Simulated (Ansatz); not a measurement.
## Li: course of a relaxation

Method: DFT PBEsol, scalar-relativistic, plane waves, PAW in Ansatz 0.2.0. Settings: 420 eV cutoff, 16×16×16 k-mesh, Gaussian smearing of 0.10 eV, no spin polarisation.

What was changed in Cu: Cu → Li on all its sites, cell and atoms relaxed.

Command:

```bash
ansatz run input.yaml --threads 1 --pin off --max-ram 2560MiB --backend cpu --events-out ev --progress --plain --runs-dir out
```

Input:

```yaml
crystal:
  lattice:
    - [0.0, 2.1375554842, 2.1375554842]
    - [2.1375554842, 0.0, 2.1375554842]
    - [2.1375554842, 2.1375554842, 0.0]
  atoms:
    - { symbol: Li, position: [0.0, 0.0, 0.0] }
basis:
  ecutwfc: 420
kpoints:
  mp_grid: { grid: [16, 16, 16] }
hamiltonian:
  xc: pbesol
scf:
  occupations: { method: gaussian, width: 0.1 }
output:
  forces: true
  stress: true
  eigenvalues: true
relax:
  adjacent_minimum: "off"
  f_tol: 0.01
  max_steps: 60
  cell: { stress_tol: 0.1 }
```

F is the free energy. Steps run on the plane waves of an earlier cell, but the last one, and at times one on the way, on a freshly chosen basis, so a repeated geometry can differ a little in energy.

Steps:

```csv
step,F − F(1) (eV),largest force component (eV/Å),V (Å³/atom),P (GPa)
1,0.0000,0.000,19.534,0.47
2,-0.0007,0.000,19.836,0.24
3,-0.0009,0.000,20.166,0.01
4,-0.0009,0.000,20.166,0.01
```

Relaxed structure:

```yaml
crystal:
  lattice:
    - [0.00000, 2.16037, 2.16037]
    - [2.16037, 0.00000, 2.16037]
    - [2.16037, 2.16037, 0.00000]
  atoms:
    - { symbol: Li, position: [0.00000, 0.00000, 0.00000] }
```

It takes space group Fm-3m (No. 225, cubic). Conventional cell: a = 4.321 Å, b = 4.321 Å, c = 4.321 Å, α = 90.00°, β = 90.00°, γ = 90.00°. Li (site symmetry m-3m) is surrounded by 12 Li at 3.06 Å.

The run converged. The run took 4.5 s on 1 thread of Arm Neoverse V2, with other jobs on the host, peak memory 0.27 GiB.